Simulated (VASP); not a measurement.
# H2CO in VASP: notebook, part 2 of 2

VASP 6.6.1. Earlier steps stand in the parts before.

### 3 Single point, PBE+D3(BJ)

Input file INCAR:

```
SYSTEM = H2CO
ALGO = Normal ; EDIFF = 1E-6
ENCUT = 520 ; GGA = PE
ISIF = 2 ; ISMEAR = -1
IVDW = 12 ; LASPH = .TRUE.
LCHARG = .FALSE. ; LREAL = Auto
LWAVE = .FALSE. ; NBANDS = 86
NELM = 100 ; PREC = Accurate
SIGMA = 0.02
```

Input file KPOINTS:

```
k-points
0
G
  1 1 1
  0 0 0
```

Input file POSCAR:

```
H2CO
1.0
    8.4809260000      0.0000000000      0.0000000000
    0.0000000000      8.4809260000      0.0000000000
    0.0000000000      0.0000000000      8.4809260000
O C H
10 10 20
Direct
    0.1767967319      0.4472035247      0.4400227051
    0.2849688819      0.6795012714      0.9467951967
    0.7226097716      0.0657003728      0.9951625565
    0.3846513930      0.8931925594      0.3813970314
    0.6643142506      0.4472153159      0.3166871165
    0.0649811117      0.0829744299      0.2210607662
    0.7025647907      1.0724182713      0.6341760322
    0.3912780279      0.0963574025      0.8035089565
    0.9013048811      0.6085302478      0.1701936793
    0.6398711650      0.7306513463      0.6761525805
    0.2972670673      0.4565185453      0.3637102835
    0.1688259042      0.7422184794      0.8934519650
    0.7188365987      0.2055907574      0.9602253339
    0.4598554450      0.9915544600      0.3116287066
    0.7123868313      0.3674362917      0.4306251464
    0.0172386836      0.2013223556      0.1501486984
    0.8324562672      1.0071423804      0.6339520001
    0.2779059739      0.0908980930      0.7225979805
    0.9139450103      0.7381033628      0.2285127827
    0.6200620074      0.6439155347      0.7882983533
    0.3520370299      0.5679804304      0.3044832604
    0.3774823645      0.3595362110      0.3662925487
    0.1233355886      0.6880144928      0.7814241039
    0.1011328244      0.8378212473      0.9476323694
    0.6632884192      0.2846151470      1.0554272022
    0.7558372753      0.2539227438      0.8477729908
    0.4480171151      0.9870384437      0.1780230131
    0.5637591933      1.0477157801      0.3808310555
    0.6685001143      0.3712566293      0.5571207672
    0.8052658401      0.2712793391      0.4231613388
   -0.1079245356      0.2323684937      0.1486158469
    0.1050357001      0.2752883353      0.0765836183
    0.8674996103      0.9362067303      0.7375963427
    0.9036866965      1.0191929513      0.5297063080
    0.2469187917      0.0170736073      0.6121501355
    0.1859230938      0.1811358807      0.7612847937
    0.9674061535      0.7428080377      0.3536052549
    0.9048776042      0.8541520112      0.1780465954
    0.7157708958      0.6038373640      0.8575124933
    0.4925995109      0.5825778930      0.8043225469
```

Potentials or basis: VASP PAW PBE potentials, release 64 (O, C, H).

The run is started by

```
cat potpaw_PBE.64/O/POTCAR potpaw_PBE.64/C/POTCAR potpaw_PBE.64/H/POTCAR > POTCAR
mpirun -np 1 vasp_gam > vasp.out
```

OUTCAR:

```text
SYSTEM = H2CO
   EDIFF = 1E-6
   ENCUT = 520
   GGA = PE
   ISIF = 2
   ISMEAR = -1
   IVDW = 12
   LASPH = .TRUE.
   LREAL = Auto
   NELM = 100
   PREC = Accurate
 IVDW          = 12

 ion  position               nearest neighbor table
   1  0.177  0.447  0.440-  11 1.21
   2  0.285  0.680  0.947-  12 1.21
   3  0.723  0.066  0.995-  13 1.22
   4  0.385  0.893  0.381-  14 1.21
   5  0.664  0.447  0.317-  15 1.25
[... 364 lines left out ...]
  -------------------------------------------------------------------------------------
  Total       2.67424    -2.67743    -3.41058    -2.47390     0.08346     0.26644
  in kB       7.02394    -7.03233    -8.95795    -6.49775     0.21922     0.69981
  external pressure =       -2.99 kB  Pullay stress =        0.00 kB

 VOLUME and BASIS-vectors are now :
 -----------------------------------------------------------------------------
  energy-cutoff  :      520.00
  volume of cell :      610.00
      direct lattice vectors                 reciprocal lattice vectors
     8.480926000  0.000000000  0.000000000     0.117911653  0.000000000  0.000000000
     0.000000000  8.480926000  0.000000000     0.000000000  0.117911653  0.000000000
     0.000000000  0.000000000  8.480926000     0.000000000  0.000000000  0.117911653

 POSITION                                       TOTAL-FORCE (eV/Angst)
 -----------------------------------------------------------------------------------
      1.49940      3.79270      3.73180        -0.822496      0.436725     -0.050052
      2.41680      5.76280      8.02970         0.726402      0.199252      1.021507
      6.12840      0.55720      8.43990         0.461747     -0.150128     -0.666769
      3.26220      7.57510      3.23460        -1.183804     -0.519855      1.002767
      5.63400      3.79280      2.68580         0.638128     -1.527855      2.188118
      0.55110      0.70370      1.87480        -0.559267      1.148755     -0.562576
[... 32 lines left out ...]
      6.07040      5.12110      7.27250         1.277278     -0.377273      1.440899
      4.17770      4.94080      6.82140         1.871574      0.954101      0.235375
 -----------------------------------------------------------------------------------
    total drift:                               -0.005908      0.002805      0.007654

  FREE ENERGIE OF THE ION-ELECTRON SYSTEM (eV)
  ---------------------------------------------------
  free  energy   TOTEN  =      -221.9584185986 eV

  energy  without entropy=     -221.9584185986  energy(sigma->0) =     -221.95841860
```

OSZICAR:

```text
N       E                     dE             d eps       ncg     rms          rms(c)
DAV:   1     0.948958243251E+03    0.94896E+03   -0.61242E+04   180   0.124E+03
DAV:   2    -0.114807254777E+03   -0.10638E+04   -0.10142E+04   218   0.292E+02
DAV:   3    -0.235099732070E+03   -0.12029E+03   -0.11885E+03   200   0.104E+02
DAV:   4    -0.237975209346E+03   -0.28755E+01   -0.28639E+01   200   0.175E+01
DAV:   5    -0.238043905665E+03   -0.68696E-01   -0.68646E-01   208   0.249E+00    0.273E+01
DAV:   6    -0.223716814496E+03    0.14327E+02   -0.33685E+01   192   0.211E+01    0.143E+01
DAV:   7    -0.221195855378E+03    0.25210E+01   -0.36057E+00   200   0.737E+00    0.712E+00
DAV:   8    -0.220560189684E+03    0.63567E+00   -0.22859E+00   208   0.430E+00    0.204E+00
DAV:   9    -0.220523973807E+03    0.36216E-01   -0.20275E-01   208   0.159E+00    0.755E-01
DAV:  10    -0.220522984199E+03    0.98961E-03   -0.28361E-02   200   0.692E-01    0.282E-01
DAV:  11    -0.220524619146E+03   -0.16349E-02   -0.80758E-03   184   0.321E-01    0.142E-01
DAV:  12    -0.220524863719E+03   -0.24457E-03   -0.36779E-03   184   0.263E-01    0.643E-02
DAV:  13    -0.220524786130E+03    0.77589E-04   -0.67987E-04   216   0.105E-01    0.377E-02
DAV:  14    -0.220524715390E+03    0.70740E-04   -0.17110E-04   184   0.531E-02    0.247E-02
DAV:  15    -0.220524679446E+03    0.35944E-04   -0.50103E-05   216   0.339E-02    0.106E-02
DAV:  16    -0.220524674488E+03    0.49581E-05   -0.15699E-05   208   0.152E-02    0.741E-03
DAV:  17    -0.220524672229E+03    0.22593E-05   -0.26934E-06   168   0.705E-03    0.277E-03
DAV:  18    -0.220524671892E+03    0.33693E-06   -0.73529E-07   144   0.402E-03
   1 F= -.22195842E+03 E0= -.22195842E+03  d E =-.676855E-12
```

It took 1.9 min on 1 thread of AMD EPYC 7R43 (Zen 3), shared host; peak memory 0.48 GiB.

What came out:

```yaml
Free_energy: -221.9584 eV
Pressure: -0.3 GPa
Largest_force: 3.799 eV/Å
Band_gap_on_the_k_mesh: 2.49 eV, direct
Dispersion_energy_per_atom: -0.036 eV
```

Forces in eV/Å, atoms in the order of the input:
```
O   -0.822  0.437 -0.050
O    0.726  0.199  1.022
O    0.462 -0.150 -0.667
O   -1.184 -0.520  1.003
O    0.638 -1.528  2.188
O   -0.559  1.149 -0.563
O    0.734 -0.056 -0.029
O    2.911 -0.994  1.001
O   -0.440 -0.104 -1.152
O    0.233  0.440 -0.105
C    0.919  1.752  0.074
C   -0.428 -1.353 -1.338
C   -1.668 -0.354  2.348
C    1.738 -0.903 -0.666
C   -0.241  0.213 -0.939
C    1.898 -0.890  0.040
C   -1.998  0.321  0.567
C   -3.378  1.320 -1.133
C    1.923 -0.818  2.592
C   -3.220 -1.145 -1.586
H   -1.123 -0.816  0.407
H    0.921 -1.326 -0.389
H   -0.372  0.580  0.006
H   -0.028  0.542  0.377
H    0.512  0.141 -1.055
H    0.318  0.271 -0.677
H    0.318  1.033  0.571
H   -0.946  0.349 -0.959
H   -0.189  0.570 -0.693
H   -0.282  0.613 -0.497
H   -0.111  0.426  0.207
H   -0.837 -0.409  0.602
H    0.329 -0.016 -0.020
H    1.085 -0.200 -0.745
H    0.810  0.190  0.930
H   -0.473 -0.458 -0.754
H   -0.634  0.153 -0.549
H   -0.692  0.765 -1.046
H    1.277 -0.377  1.441
H    1.872  0.954  0.235
```

Stress tensor (GPa, compression positive):
```
 0.70 -0.65  0.07
-0.65 -0.70  0.02
 0.07  0.02 -0.90
```

Caveat: the standard files for N, O and F lose accuracy on very short bonds. As with any semilocal functional, this PBE gap is likely too small.

### 4 Single point, PBE+D3(BJ)

Input file INCAR:

```
SYSTEM = H2CO
ALGO = Normal
EDIFF = 1E-6
ENCUT = 520
GGA = PE
ISIF = 2
ISMEAR = -1
IVDW = 12
LASPH = .TRUE.
LCHARG = .FALSE.
LREAL = Auto
LWAVE = .FALSE.
NBANDS = 86
NELM = 100
PREC = Accurate
SIGMA = 0.02
```

KPOINTS is that of step 3.

Input file POSCAR:

```
H2CO
1.0
    8.4809260000      0.0000000000      0.0000000000
    0.0000000000      8.4809260000      0.0000000000
    0.0000000000      0.0000000000      8.4809260000
O C H
10 10 20
Direct
    0.1684721692      0.4539362801      0.4613882965
    0.2937768824      0.6567325313      0.9347564169
    0.7690905451      0.0746262849      1.0006336572
    0.3704784124      0.9164329461      0.3930938673
    0.6682524998      0.4376290985      0.2718453150
    0.0718317787      0.1045522623      0.1702054705
    0.7026709112      1.0745642634      0.6131405934
    0.3488180418      0.1390767942      0.7858339997
    0.8994772505      0.5971517733      0.1427320554
    0.5672611694      0.7107714417      0.6667550218
    0.2855230667      0.4734152851      0.3821988306
    0.1880926682      0.7305805993      0.8673227428
    0.6760818335      0.1777164428      0.9705190212
    0.4811149160      0.9886774157      0.3485704273
    0.6581946358      0.3488298330      0.3856654332
   -0.0047400484      0.2159905652      0.1297028178
    0.8148048928      0.9926510383      0.6366168034
    0.2449260847      0.1001659489      0.6899718262
    0.8866720450      0.6638897686      0.2723051704
    0.6303556946      0.6373360645      0.7723331155
    0.3272520005      0.5956425041      0.3664812074
    0.3511998572      0.3608804039      0.3224529963
    0.1838124752      0.7072694656      0.7354031859
    0.1147634114      0.8112321697      0.9303936858
    0.6362866508      0.2741445922      1.0479398122
    0.6277380560      0.1889887967      0.8480441876
    0.5790994993      0.9265261836      0.2712203832
    0.4924580170      1.1221062417      0.3803594089
    0.5533004297      0.3321807076      0.4666943209
    0.7512151385      0.2632377644      0.4246116521
   -0.0575998423      0.3228538959      0.1889770056
   -0.0211415593      0.2453859402     -0.0056361770
    0.8507443645      0.9595414463      0.7589501429
    0.8835238039      0.9642697036      0.5232801229
    0.1678118639      0.0081476952      0.7107006947
    0.2225464531      0.1900853751      0.5761045433
    0.9629019284      0.6421468599      0.3726833603
    0.8010563941      0.7697980150      0.2995663445
    0.7536794921      0.6348481286      0.7768019671
    0.5705509045      0.5922466485      0.8795619724
```

The run is started by

```
cat potpaw_PBE.64/O/POTCAR potpaw_PBE.64/C/POTCAR potpaw_PBE.64/H/POTCAR > POTCAR
mpirun -np 1 vasp_gam > vasp.out
```

Wall time 1.9 min (1 thread of AMD EPYC 7R43 (Zen 3), shared host); peak memory 0.48 GiB.

Results (log left out):

```yaml
Free_energy: -221.7743 eV
Pressure: -0.3 GPa
Largest_force: 5.898 eV/Å
Band_gap_on_the_k_mesh: 2.42 eV, direct
Dispersion_energy_per_atom: -0.036 eV
```

Forces on the atoms (eV/Å):
```
O   -0.656 -0.404  0.448
O   -0.796  0.553  0.175
O    0.458 -1.011  0.864
O   -1.989 -1.355  0.889
O   -0.638 -0.828  0.966
O    0.464 -0.817  1.274
O   -2.053  1.327  0.172
O   -1.299 -0.897 -1.146
O   -0.045  1.191  1.755
O   -0.641 -0.115 -0.486
C    0.732 -1.321 -0.818
C    2.489 -2.095 -1.031
C   -1.266  1.082 -1.975
C    2.476  1.253 -1.241
C    0.123 -0.421  0.258
C   -0.480  2.364 -3.249
C    1.776 -0.714 -1.183
C    2.734  5.139 -0.951
C   -0.640  1.092 -1.831
C   -1.261  0.812  0.724
H    0.633  0.013 -0.416
H   -0.846  1.857  0.710
H   -0.685  0.587  0.517
H   -1.005  0.890  0.476
H    0.137 -0.033  0.765
H   -0.038 -0.164  0.272
H   -0.849  1.017  0.828
H    0.204 -1.101 -0.520
H    0.072  0.698 -0.396
H    0.204  0.382 -0.466
H    0.223 -0.898  1.019
H    0.449 -0.522  1.104
H    0.131 -0.241 -0.274
H    0.253 -0.502  1.169
H   -1.619 -2.231  0.255
H    0.172 -1.956  1.790
H    0.572 -0.666  0.504
H    0.517 -1.211 -0.740
H    2.461 -0.495  0.029
H   -0.477 -0.258 -0.241
```

Stress tensor (GPa, compression positive):
```
 2.36  0.71  0.16
 0.71 -0.91 -0.88
 0.16 -0.88 -2.23
```

Levels at points of the mesh, in eV from the valence-band top:
```
           k point  band 56  band 57  band 58  band 59  band 60  band 61  band 62  band 63  band 64  band 65
(0.00, 0.00, 0.00)    -0.53    -0.39    -0.35    -0.31     0.00     2.42     2.62     2.83     2.87     2.90
```

Caveat: the standard files for N, O and F lose accuracy on very short bonds. PBE gaps usually lie below the measured ones, often by a third to a half.
